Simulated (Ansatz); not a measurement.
# B3P: from a guess to a relaxed structure

Where does this trial cell of B3P go when cell and atoms are let free?

Computed with Ansatz 0.2.0 (DFT PBE, scalar-relativistic, plane waves, PAW, unless a step's input says otherwise).

### Step 1. The system as given

The structure is hexagonal, space group P-6m2 (No. 187). The conventional cell has a = 2.741 Å, b = 2.741 Å, c = 8.715 Å, α = 90.00°, β = 90.00°, γ = 120.00°. Around B (site symmetry -6m2) lie 12 B at 2.61 to 2.74 Å. Around B (site symmetry 3m) lie 9 B at 2.61 to 2.74 Å and 3 P at 2.78 Å. P (site symmetry -6m2) has 6 P at 2.74 Å and 6 B at 2.78 Å as nearest neighbours.

As a file:

```cif
data_structure
_symmetry_space_group_name_H-M 'P 1'
_symmetry_Int_Tables_number 1
_cell_length_a 2.7408
_cell_length_b 2.7408
_cell_length_c 8.7147
_cell_angle_alpha 90.000
_cell_angle_beta 90.000
_cell_angle_gamma 120.000
_cell_volume 56.69
loop_
_atom_site_label
_atom_site_type_symbol
_atom_site_fract_x
_atom_site_fract_y
_atom_site_fract_z
_atom_site_occupancy
B1 B 0.00000 0.00000 0.50000 1
B2 B 0.66667 0.33333 0.26203 1
B3 B 0.66667 0.33333 0.73797 1
P1 P 0.00000 0.00000 0.00000 1
```

A structure generator made this guess: species swapped into a database cell of TbZr3 (P-6m2, No. 187), with P on the Tb sites and B on the Zr sites. Its size is a rough estimate.

### Step 2. The guess as it stands, on a coarse mesh

File input.yaml:

```yaml
crystal:
  lattice:
    - [2.74079188, 0.0, 0.0]
    - [-1.37039594, 2.37359539, 0.0]
    - [0.0, 0.0, 8.71474249]
  atoms:
    - { symbol: B, position: [0.0, 0.0, 0.5] }
    - { symbol: B, position: [0.66666667, 0.33333333, 0.26203352] }
    - { symbol: B, position: [0.66666667, 0.33333333, 0.73796648] }
    - { symbol: P, position: [0.0, 0.0, 0.0] }
basis:
  ecutwfc: 420
kpoints:
  mp_grid: { grid: [6, 6, 2] }
hamiltonian:
  xc: pbe
scf:
  occupations: { method: gaussian, width: 0.1 }
  lower_state_search: "off"
output:
  forces: true
  stress: true
  eigenvalues: true
```

Command:

```
$ ansatz run input.yaml --threads 1 --pin off --max-ram 2560MiB --backend cpu --events-out ev --progress --plain --runs-dir out
```

The log of the run (excerpt; [...] marks lines left out):

```text
Warning: RAYON_NUM_THREADS=1 ignored (pool sized by the plan → 1); use --threads N
[...]
Pseudopotentials: kind: paw
Pseudopotential: B, paw, valence charge 3, recommended cutoff 420 eV (normal), B.paw.azcp
Pseudopotential: P, paw, valence charge 5, recommended cutoff 420 eV (normal), P.paw.azcp
Functional definition: PBE
[...]
Crystal: 4 atoms, lattice volume = 56.694 Å³
Basis set: ecut = 420 eV, 1127 PW (Γ), exchange–correlation on 40×40×120 points (8 copies of the dense FFT grid, shifted against one another)
Bands: 11, of which v1, the nominal top of the filled ones, is band 7 counted from 1 (6 counted from 0)
Symmetry: 12 space group operations
Space group: P-6m2 (ITA 187), of the structure as read, at distance tolerance 3.8e-5 Å
[...]
SCF converged after 7 iterations
Free energy (F): -1213.060770 eV
[...]
E sigma→0 (E₀):  -1213.054912 eV
Entropy (-TS):   -0.011716 eV (-2.929 meV/atom)
Fermi energy:    5.240552 eV
[...]
--- Forces (eV/Å), atoms counted from 1 ---
  atom   1  B      0.00000000     0.00000000     0.00000000
  atom   2  B     -0.00000000    -0.00000000     0.52573243
  atom   3  B     -0.00000000    -0.00000000    -0.52573243
  atom   4  P     -0.00000000     0.00000000     0.00000000
[...]
--- Stress (GPa, compression-positive) ---
      -21.204603       0.000000       0.000000
        0.000000     -21.204603       0.000000
        0.000000       0.000000     -30.147759
  P = ⅓ Tr σ = -24.1857 GPa (-241.857 kbar)
--- Band table (eV; the first three rows and the last of 14) ---
  k-point 0: bands = ["-8.2754", "-4.6551", "-3.9138", "0.3300", "0.7109", "7.8806", "8.1708", "11.1596", "11.1596", "11.8722", "11.8722"]
[...]
```

It took 1.2 s on 1 thread of Arm Neoverse V2, shared host; peak memory 0.27 GiB.

From the probe: pressure -24.2 GPa, largest force 0.53 eV/Å, gap on this mesh none (metal). A cheap, loose relaxation comes first.

### Step 3. Rough relaxation on the coarse mesh

input.yaml: that of step 2 with these lines changed.

```diff
@@ -23 +23,6 @@
   eigenvalues: true
+relax:
+  adjacent_minimum: "off"
+  f_tol: 0.04
+  max_steps: 70
+  cell: { stress_tol: 0.4 }
```

Command:

```
$ ansatz run input.yaml --threads 1 --pin off --max-ram 2560MiB --backend cpu --events-out ev --progress --plain --runs-dir out
```

The log of the run:

```text
Warning: RAYON_NUM_THREADS=1 ignored (pool sized by the plan → 1); use --threads N
Engine: ansatz 0.2.0, aarch64-unknown-linux-gnu
Pseudopotentials: kind: paw
Pseudopotential: B, paw, valence charge 3, recommended cutoff 420 eV (normal), B.paw.azcp
Pseudopotential: P, paw, valence charge 5, recommended cutoff 420 eV (normal), P.paw.azcp
Functional definition: PBE
  parameter kappa = 0.804
  parameter beta = 0.06672455060314922
  exchange = pbe_x(kappa = kappa, mu = beta*pi^2/3)
  correlation = pbe_c(beta = beta)
Crystal: 4 atoms, lattice volume = 56.694 Å³
Basis set: ecut = 420 eV, 1127 PW (Γ), exchange–correlation on 40×40×120 points (8 copies of the dense FFT grid, shifted against one another)
Bands: 11, of which v1, the nominal top of the filled ones, is band 7 counted from 1 (6 counted from 0)
Symmetry: 12 space group operations
Space group: P-6m2 (ITA 187), of the structure as read, at distance tolerance 3.8e-5 Å
k-points: 14 of 72 (time reversal used)
Non-local potential: B, projectors of the file, l = 0: 2, l = 1: 2, l = 2: 1
Non-local potential: P, projectors of the file, l = 0: 2, l = 1: 2, l = 2: 2
PAW form: soft (Blöchl's): semilocal exchange-correlation on the pseudo side does not see the compensation charge
PAW one-centre angular grid: B, 110 points (default); XC on 64 Gauss nodes
PAW one-centre angular grid: P, 110 points (default); XC on 64 Gauss nodes
Initial density: superposition of atomic densities (neutral atoms: chi_scale 0, normalization atom), corrected by the library's trained network
Initial wavefunctions: pseudopotential atomic-orbital guess
Functional: x = pbe(κ = 0.804, μ = 0.2195149727645171), c = pbe(β = 0.06672455060314922)
SCF iter   1: F=—  HF=-1213.084029 eV  |F-HF|=—  |Δ(HF+E_count)|=         —  Δρ=6.82e-3  dr2=2.13e-1  ethr=1.77e-3  ⟨swp⟩=6.4  Hψ=1033  notcnv=0
preconditioner: auto → none  [insulator: Δε(μ)=0.316 eV  Ē_g=7.097 eV  σ=0.100 eV  W_gap=0.52  n_scr=4 (ndim 8)  ℏωp=18.5 eV  f_vac=0.000  D(μ)=2.48/eV (n_scr^D=24)  ε∞_Penn≈7.8]
SCF iter   2: F=—  HF=-1213.062767 eV  |F-HF|=—  |Δ(HF+E_count)|=   2.13e-2  Δρ=2.34e-3  dr2=1.76e-2  ethr=1.52e-3  ⟨swp⟩=1.4  Hψ=274  notcnv=0
SCF iter   3: F=—  HF=-1213.060982 eV  |F-HF|=—  |Δ(HF+E_count)|=   1.79e-3  Δρ=1.15e-3  dr2=3.26e-3  ethr=1.26e-4  ⟨swp⟩=1.9  Hψ=188  notcnv=0  defer=1
SCF iter   4: F=—  HF=-1213.060753 eV  |F-HF|=—  |Δ(HF+E_count)|=   2.29e-4  Δρ=4.72e-4  dr2=1.72e-4  ethr=2.33e-5  ⟨swp⟩=1.5  Hψ=164  notcnv=0  defer=1
SCF iter   5: F=—  HF=-1213.060770 eV  |F-HF|=—  |Δ(HF+E_count)|=   1.73e-5  Δρ=1.30e-4  dr2=6.36e-6  ethr=1.23e-6  ⟨swp⟩=1.9  Hψ=183  notcnv=0  defer=1
SCF iter   6: F=—  HF=-1213.060770 eV  |F-HF|=—  |Δ(HF+E_count)|=   5.59e-7  Δρ=2.38e-5  dr2=3.84e-7  ethr=4.54e-8  ⟨swp⟩=2.4  Hψ=240  notcnv=0  defer=2
SCF iter   7: F=-1213.060770 eV  HF=-1213.060770 eV  |F-HF|=3.25e-8  |Δ(HF+E_count)|=   1.74e-7  Δρ=3.17e-6  dr2=3.58e-8  ethr=7.14e-10  ⟨swp⟩=6.8  Hψ=812  notcnv=0
SCF 1 converged in 7 iterations: F = -1213.060770 eV  dr2 = 3.58e-8
relax step   1: F+E_penalty+E_count = -1213.06076983 eV  Δ(F+E_penalty+E_count) = +0.000e0 eV  max|allowed force component| = 5.257e-1 eV/Å  Δτ_max = 0.0000 Å  P = -24.186 GPa  Ω = 56.694 Å³  (7 SCF iters, dr2 threshold 1.00e-7 eV, accepted)
Crystal: 4 atoms, lattice volume = 50.448 Å³
Basis set: ecut = 420 eV, 1005 PW (Γ), exchange–correlation on 40×40×120 points (8 copies of the dense FFT grid, shifted against one another)
Initial density: handed on by an earlier stage of this run
Initial wavefunctions: those handed on with the density
iter 1 solved again at ethr=5.75e-4 eV; its pass at ethr=3.10e-3 eV (dr2=8.05e-2 eV) is discarded
SCF iter   1: F=—  HF=-1214.124101 eV  |F-HF|=—  |Δ(HF+E_count)|=         —  Δρ=5.43e-3  dr2=8.15e-2  ethr=5.75e-4  ⟨swp⟩=1.4  Hψ=1310  notcnv=0
preconditioner: auto → none  [metal: Δε(μ)=0.094 eV  Ē_g=7.609 eV  σ=0.100 eV  W_gap=0.45  n_scr=4 (ndim 8)  ℏωp=19.6 eV  f_vac=0.000  D(μ)=2.32/eV (n_scr^D=24)]
SCF iter   2: F=—  HF=-1214.117835 eV  |F-HF|=—  |Δ(HF+E_count)|=   6.27e-3  Δρ=2.02e-3  dr2=1.06e-2  ethr=5.75e-4  ⟨swp⟩=2.1  Hψ=190  notcnv=0
SCF iter   3: F=—  HF=-1214.116866 eV  |F-HF|=—  |Δ(HF+E_count)|=   9.68e-4  Δρ=1.00e-3  dr2=1.02e-3  ethr=7.58e-5  ⟨swp⟩=1.6  Hψ=198  notcnv=0
SCF iter   4: F=—  HF=-1214.116783 eV  |F-HF|=—  |Δ(HF+E_count)|=   8.32e-5  Δρ=4.45e-4  dr2=2.17e-4  ethr=7.25e-6  ⟨swp⟩=1.7  Hψ=199  notcnv=0
SCF iter   5: F=—  HF=-1214.116747 eV  |F-HF|=—  |Δ(HF+E_count)|=   3.60e-5  Δρ=8.70e-5  dr2=5.41e-6  ethr=1.55e-6  ⟨swp⟩=1.8  Hψ=206  notcnv=0
SCF iter   6: F=-1214.116747 eV  HF=-1214.116747 eV  |F-HF|=2.44e-7  |Δ(HF+E_count)|=   1.79e-7  Δρ=1.21e-5  dr2=2.91e-7  ethr=2.86e-9  ⟨swp⟩=5.0  Hψ=939  notcnv=0
the search or the solves at the SCF's close seem to have found levels that the self-consistency loop had missed (the run counts 1). By its estimate they hold under 1e-12 electrons; where the run keeps them, the occupations were computed again with them
SCF 2 converged in 6 iterations: F = -1214.116747 eV  dr2 = 2.91e-7
relax step   2: F+E_penalty+E_count = -1214.11674679 eV  Δ(F+E_penalty+E_count) = -1.056e0 eV  max|allowed force component| = 7.697e-1 eV/Å  Δτ_max = 0.0384 Å  P = -25.126 GPa  Ω = 50.448 Å³  energy of the carried Pulay correction = +2.905e-3 eV  (6 SCF iters, dr2 threshold 4.00e-7 eV, accepted)
Crystal: 4 atoms, lattice volume = 44.958 Å³
Basis set: ecut = 420 eV, 909 PW (Γ), exchange–correlation on 40×40×120 points (8 copies of the dense FFT grid, shifted against one another)
iter 1 solved again at ethr=6.65e-4 eV; its pass at ethr=3.10e-3 eV (dr2=9.31e-2 eV) is discarded
SCF iter   1: F=—  HF=-1215.156272 eV  |F-HF|=—  |Δ(HF+E_count)|=         —  Δρ=8.32e-3  dr2=9.29e-2  ethr=6.65e-4  ⟨swp⟩=1.0  Hψ=1303  notcnv=0
preconditioner: auto → none  [insulator: Δε(μ)=0.187 eV  Ē_g=8.198 eV  σ=0.100 eV  W_gap=0.81  n_scr=4 (ndim 8)  ℏωp=20.7 eV  f_vac=0.000  D(μ)=0.98/eV (n_scr^D=4)  ε∞_Penn≈7.4]
SCF iter   2: F=—  HF=-1215.145758 eV  |F-HF|=—  |Δ(HF+E_count)|=   1.05e-2  Δρ=2.67e-3  dr2=2.17e-3  ethr=6.64e-4  ⟨swp⟩=1.9  Hψ=174  notcnv=0
SCF iter   3: F=—  HF=-1215.145262 eV  |F-HF|=—  |Δ(HF+E_count)|=   4.96e-4  Δρ=9.67e-4  dr2=3.80e-4  ethr=1.55e-5  ⟨swp⟩=1.8  Hψ=198  notcnv=0
SCF iter   4: F=—  HF=-1215.145210 eV  |F-HF|=—  |Δ(HF+E_count)|=   5.21e-5  Δρ=8.22e-5  dr2=2.73e-6  ethr=2.72e-6  ⟨swp⟩=1.8  Hψ=191  notcnv=0
SCF iter   5: F=—  HF=-1215.145210 eV  |F-HF|=—  |Δ(HF+E_count)|=   4.68e-7  Δρ=1.93e-5  dr2=5.55e-7  ethr=1.95e-8  ⟨swp⟩=2.3  Hψ=215  notcnv=0
SCF iter   6: F=-1215.145210 eV  HF=-1215.145210 eV  |F-HF|=6.07e-8  |Δ(HF+E_count)|=   1.06e-7  Δρ=5.66e-6  dr2=6.83e-8  ethr=2.86e-9  ⟨swp⟩=5.5  Hψ=820  notcnv=0
SCF 3 converged in 6 iterations: F = -1215.145210 eV  dr2 = 6.83e-8
relax step   3: F+E_penalty+E_count = -1215.14520990 eV  Δ(F+E_penalty+E_count) = -1.028e0 eV  max|allowed force component| = 1.020e0 eV/Å  Δτ_max = 0.0601 Å  P = -23.603 GPa  Ω = 44.958 Å³  energy of the carried Pulay correction = +5.755e-3 eV  (6 SCF iters, dr2 threshold 4.00e-7 eV, accepted)
[... from here on, the SCF cycles and remarks between the steps are left out ...]
relax step   4: F+E_penalty+E_count = -1215.99981679 eV  Δ(F+E_penalty+E_count) = -8.546e-1 eV  max|allowed force component| = 1.532e0 eV/Å  Δτ_max = 0.0680 Å  P = -20.519 GPa  Ω = 40.640 Å³  energy of the carried Pulay correction = +8.223e-3 eV  (8 SCF iters, dr2 threshold 4.00e-7 eV, accepted)
relax step   5: F+E_penalty+E_count = -1216.80040761 eV  Δ(F+E_penalty+E_count) = -8.006e-1 eV  max|allowed force component| = 1.381e0 eV/Å  Δτ_max = 0.0899 Å  P = -13.463 GPa  Ω = 37.204 Å³  energy of the carried Pulay correction = +1.035e-2 eV  (7 SCF iters, dr2 threshold 4.00e-7 eV, accepted)
relax step   6: F+E_penalty+E_count = -1217.36546858 eV  Δ(F+E_penalty+E_count) = -5.651e-1 eV  max|allowed force component| = 9.445e-1 eV/Å  Δτ_max = 0.1411 Å  P = +2.906 GPa  Ω = 33.631 Å³  energy of the carried Pulay correction = +1.273e-2 eV  (8 SCF iters, dr2 threshold 4.00e-7 eV, accepted)
relax step   7: F+E_penalty+E_count = -1217.73401117 eV  Δ(F+E_penalty+E_count) = -3.685e-1 eV  max|allowed force component| = 6.282e-1 eV/Å  Δτ_max = 0.1089 Å  P = +16.743 GPa  Ω = 31.853 Å³  energy of the carried Pulay correction = +1.398e-2 eV  (7 SCF iters, dr2 threshold 4.00e-7 eV, accepted)
relax step   8: F+E_penalty+E_count = -1218.46287892 eV  Δ(F+E_penalty+E_count) = -7.289e-1 eV  max|allowed force component| = 1.382e0 eV/Å  Δτ_max = 0.0590 Å  P = +23.373 GPa  Ω = 30.844 Å³  energy of the carried Pulay correction = +1.472e-2 eV  (7 SCF iters, dr2 threshold 4.00e-7 eV, accepted)
relax step   9: F+E_penalty+E_count = -1219.27337458 eV  Δ(F+E_penalty+E_count) = -8.105e-1 eV  max|allowed force component| = 2.383e-1 eV/Å  Δτ_max = 0.0904 Å  P = +34.742 GPa  Ω = 29.925 Å³  energy of the carried Pulay correction = +1.540e-2 eV  (8 SCF iters, dr2 threshold 4.00e-7 eV, accepted)
relax step  10: F+E_penalty+E_count = -1220.43940959 eV  Δ(F+E_penalty+E_count) = -1.166e0 eV  max|allowed force component| = 1.238e-1 eV/Å  Δτ_max = 0.0075 Å  P = +22.073 GPa  Ω = 31.022 Å³  energy of the carried Pulay correction = +1.459e-2 eV  (6 SCF iters, dr2 threshold 4.00e-7 eV, accepted)
relax step  11: F+E_penalty+E_count = -1220.58333510 eV  Δ(F+E_penalty+E_count) = -1.439e-1 eV  max|allowed force component| = 3.836e-1 eV/Å  Δτ_max = 0.0126 Å  P = +10.050 GPa  Ω = 32.745 Å³  energy of the carried Pulay correction = +1.335e-2 eV  (6 SCF iters, dr2 threshold 4.00e-7 eV, accepted)
relax step  12: F+E_penalty+E_count = -1220.59000084 eV  Δ(F+E_penalty+E_count) = -6.666e-3 eV  max|allowed force component| = 1.725e0 eV/Å  Δτ_max = 0.0009 Å  P = -12.295 GPa  Ω = 37.241 Å³  energy of the carried Pulay correction = +1.033e-2 eV  (7 SCF iters, dr2 threshold 4.00e-7 eV, accepted)
relax step  13: F+E_penalty+E_count = -1220.74276682 eV  Δ(F+E_penalty+E_count) = -1.528e-1 eV  max|allowed force component| = 2.814e-1 eV/Å  Δτ_max = 0.0438 Å  P = +0.725 GPa  Ω = 34.812 Å³  energy of the carried Pulay correction = +1.192e-2 eV  (6 SCF iters, dr2 threshold 4.00e-7 eV, accepted)
relax step  14: F+E_penalty+E_count = -1220.75249485 eV  Δ(F+E_penalty+E_count) = -9.728e-3 eV  max|allowed force component| = 2.454e-2 eV/Å  Δτ_max = 0.0034 Å  P = -0.343 GPa  Ω = 34.980 Å³  energy of the carried Pulay correction = +1.181e-2 eV  (6 SCF iters, dr2 threshold 4.00e-7 eV, accepted)
relax step  15: F+E_penalty+E_count = -1220.75278303 eV  Δ(F+E_penalty+E_count) = -2.882e-4 eV  max|allowed force component| = 1.322e-2 eV/Å  Δτ_max = 0.0009 Å  P = -0.058 GPa  Ω = 34.916 Å³  energy of the carried Pulay correction = +1.185e-2 eV  (6 SCF iters, dr2 threshold 4.00e-7 eV, accepted)
Basis set: ecut = 420 eV, 677 PW (Γ), exchange–correlation on 40×40×72 points (8 copies of the dense FFT grid, shifted against one another)
Initial wavefunctions: pseudopotential atomic-orbital guess (no wavefunctions were taken with the density)
iter 1 solved again at ethr=6.18e-8 eV; its pass at ethr=3.10e-3 eV (dr2=8.65e-6 eV) is discarded
SCF iter   1: F=—  HF=-1220.750931 eV  |F-HF|=—  |Δ(HF+E_count)|=         —  Δρ=2.75e-4  dr2=2.38e-6  ethr=6.18e-8  ⟨swp⟩=3.0  Hψ=1483  notcnv=0
preconditioner: auto → none  [insulator: Δε(μ)=0.137 eV  Ē_g=10.475 eV  σ=0.100 eV  W_gap=0.67  n_scr=2 (ndim 8)  ℏωp=23.5 eV  f_vac=0.000  D(μ)=0.98/eV (n_scr^D=2)  ε∞_Penn≈6.0]
SCF iter   2: F=—  HF=-1220.750938 eV  |F-HF|=—  |Δ(HF+E_count)|=   7.17e-6  Δρ=1.40e-4  dr2=6.05e-7  ethr=1.70e-8  ⟨swp⟩=1.4  Hψ=190  notcnv=0
iter 3 did not close the SCF: its close was put off for the readings that it lacked (scf_convergence_deferred on its scf_iter line)
SCF iter   3: F=-1220.750942 eV  HF=-1220.750942 eV  |F-HF|=7.37e-11  |Δ(HF+E_count)|=   4.38e-6  Δρ=2.17e-6  dr2=9.19e-10  ethr=4.32e-9  ⟨swp⟩=2.1  Hψ=241  notcnv=0
iter 4 did not close the SCF: its close was put off for the readings that it lacked (scf_convergence_deferred on its scf_iter line)
SCF iter   4: F=-1220.750942 eV  HF=-1220.750942 eV  |F-HF|=4.68e-11  |Δ(HF+E_count)|=  5.40e-10  Δρ=4.10e-7  dr2=7.02e-11  ethr=6.56e-12  ⟨swp⟩=2.4  Hψ=231  notcnv=0
iter 5 did not close the SCF: its close was put off for the readings that it lacked (scf_convergence_deferred on its scf_iter line)
SCF iter   5: F=-1220.750942 eV  HF=-1220.750942 eV  |F-HF|=1.59e-12  |Δ(HF+E_count)|=  1.89e-11  Δρ=1.10e-7  dr2=9.31e-13  ethr=1.00e-12  ⟨swp⟩=2.4  Hψ=223  notcnv=0
SCF iter   6: F=-1220.750942 eV  HF=-1220.750942 eV  |F-HF|=6.82e-13  |Δ(HF+E_count)|=  1.59e-12  Δρ=1.60e-8  dr2=2.97e-14  ethr=1.00e-12  ⟨swp⟩=1.0  Hψ=364  notcnv=0
SCF 16 converged in 6 iterations: F = -1220.750942 eV  dr2 = 2.97e-14
relax step  16: F+E_penalty+E_count = -1220.75094209 eV  Δ(F+E_penalty+E_count) = +1.841e-3 eV  max|allowed force component| = 1.428e-2 eV/Å  Δτ_max = 0.0000 Å  P = -0.016 GPa  Ω = 34.916 Å³  stress off target by 2.62e-1 GPa  SCF on the basis re-selected at this cell (its energy is not comparable with the rows above)  (6 SCF iters)
basis re-selected at this cell: Δ(F+E_penalty+E_count) = +1.841e-3 eV, ΔP = +0.042 GPa vs the last step (what re-selecting the basis moved, of the pressure what is left beyond the Pulay correction that the steps carried, after the strain that the cell walked since its last selection, with what the two solves' SCF thresholds leave and, on support functions, any second-order correction that the steps lacked; it is no measure of the basis error at this ecutwfc). The dense FFT grid was sized anew with the basis: this SCF ran on 20×20×36 points, the steps before it on 20×20×60, so part of this shift can come from that change (see relax.cell in the input reference). This SCF's stress stands 2.62e-1 GPa from its target on what of the cell is left free (relax.cell.stress_tol is 4.00e-1 GPa) and its largest allowed force component is 1.43e-2 eV/Å (relax.f_tol is 4.00e-2 eV/Å): within both
SCF converged after 6 iterations
Free energy (F): -1220.750942 eV
Harris-Foulkes:  -1220.750942 eV  (|F-HF|=6.82e-13)
Internal energy: -1220.746063 eV  (E = F + TS)
E sigma→0 (E₀):  -1220.748503 eV
Entropy (-TS):   -0.004879 eV (-1.220 meV/atom)
Fermi energy:    10.223953 eV
--- Per-component energies (eV) ---
  E_band       = 58.545731
  E_kinetic    = 215.391529
  E_local      = -73.358647  (includes V_loc(G=0)·N_el)
  E_nonlocal   = 68.455093
  E_hartree    = 19.291625
  E_xc         = -157.736989
  E_vxc        = -175.230947  (∫ρ·V_xc dr)
  E_paw        = -804.814142  (= ΣΔE_a)
  E_vpaw       = -15.294544  (= ΣTr[D̂ρ^β])
  E_aug_tail   = -0.000004  (compensation charges beyond the density's cutoff)
  E_ewald      = -487.974529
  E_smearing   = -0.004879  (= −TS)
  E_closure    = -0.000000  (closes the sum)
  Σ components = -1220.750942   (vs F -1220.750942, Δ=0.00e0)
--- Forces (eV/Å), atoms counted from 1 ---
  atom   1  B     -0.00000000     0.00000000     0.00000000
  atom   2  B      0.00000000     0.00000000    -0.01427762
  atom   3  B      0.00000000     0.00000000     0.01427762
  atom   4  P     -0.00000000     0.00000000     0.00000000
  max |Σ_I F_I| component: 1.11e-16 eV/Å
--- Stress (GPa, compression-positive) ---
        0.106997       0.000000      -0.000000
        0.000000       0.106997       0.000000
       -0.000000       0.000000      -0.262415
  P = ⅓ Tr σ = -0.0161 GPa (-0.161 kbar)
--- Band table (eV; the first three rows and the last of 14) ---
  k-point 0: bands = ["-5.5488", "-1.6938", "0.5789", "10.4680", "10.4680", "12.9290", "13.6159", "15.7740", "15.7740", "17.4834", "17.4834"]
  k-point 1: bands = ["-4.3909", "-4.3236", "4.7043", "6.5309", "10.6619", "10.6619", "14.6383", "14.6383", "17.9013", "17.9013", "17.9614"]
  k-point 2: bands = ["-4.9696", "-1.1468", "1.1405", "7.8515", "9.3731", "11.9037", "13.5823", "14.3317", "14.8695", "15.1200", "16.6442"]
  k-point 13: bands = ["0.5891", "1.2623", "1.9375", "3.6720", "3.8221", "5.4792", "10.0690", "10.3009", "12.1348", "14.6357", "14.9647"]
--- Relaxed structure (15 steps of the walk, 15 accepted, 1 SCFs on fresh bases) ---
  F+E_penalty+E_count = -1220.75094209 eV   max|allowed force component| = 1.428e-2 eV/Å   (the final SCF, on the basis selected at the relaxed cell)
  cell:  # Å, volume = 34.9161 Å³
    - [2.8201919358082863, -9.526781147551388e-33, -3.847353924972675e-33]
    - [-1.4100959679041432, 2.442357859957989, -1.7100437989040123e-17]
    - [-1.2815749971850205e-32, -6.278488491560339e-17, 5.069182757628682]
  atoms:
    - { symbol: B, position: [-9.251858607474692e-18, -1.850371700815423e-17, 0.5] }
    - { symbol: B, position: [0.6666666666666667, 0.33333333333333337, 0.34209906608948115] }
    - { symbol: B, position: [0.6666666666666667, 0.33333333333333337, 0.657900933910519] }
    - { symbol: P, position: [-9.251858607474683e-18, -1.8503717008154206e-17, -1.3965036144343705e-18] }
```

It took 20 s on 1 thread of Arm Neoverse V2, shared host; peak memory 0.29 GiB.

Relaxation path:

| step | E - E(step 1) (eV/cell) | largest force component (eV/Å) | pressure (GPa) | volume (Å³) |
| --- | --- | --- | --- | --- |
| 1 | 0.0000 | 0.5257 | -24.19 | 56.69 |
| 2 | -1.0560 | 0.7697 | -25.13 | 50.45 |
| 3 | -2.0844 | 1.0197 | -23.60 | 44.96 |
| 4 | -2.9390 | 1.5317 | -20.52 | 40.64 |
| 5 | -3.7396 | 1.3811 | -13.46 | 37.20 |
| 6 | -4.3047 | 0.9445 | 2.91 | 33.63 |
| 7 | -4.6732 | 0.6282 | 16.74 | 31.85 |
| 8 | -5.4021 | 1.3823 | 23.37 | 30.84 |
| 9 | -6.2126 | 0.2383 | 34.74 | 29.92 |
| 10 | -7.3786 | 0.1238 | 22.07 | 31.02 |
| 11 | -7.5226 | 0.3836 | 10.05 | 32.75 |
| 12 | -7.5292 | 1.7246 | -12.29 | 37.24 |
| 13 | -7.6820 | 0.2814 | 0.72 | 34.81 |
| 14 | -7.6917 | 0.0245 | -0.34 | 34.98 |
| 15 | -7.6920 | 0.0132 | -0.06 | 34.92 |
| 16 | -7.6902 | 0.0143 | -0.02 | 34.92 |

Step 1 is the start. Step 16 repeats the geometry before it on a plane-wave basis chosen anew for that cell, so its energy need not be comparable with the rows above.

|  | before | after | change |
| --- | --- | --- | --- |
| a (Å) | 2.741 | 2.820 | +2.9 % |
| b (Å) | 2.741 | 2.820 | +2.9 % |
| c (Å) | 8.715 | 5.069 | -41.8 % |
| volume (Å³/atom) | 14.17 | 8.73 | -38.4 % |
| shortest distance (Å) | 2.609 | 1.601 | -38.6 % |
| space group (0.01 Å) | P-6m2 | P-6m2 | same |

The run keeps the 12 symmetry operations of the start, so it could not have lowered the symmetry.

(Part 1 of 2 ends here.)
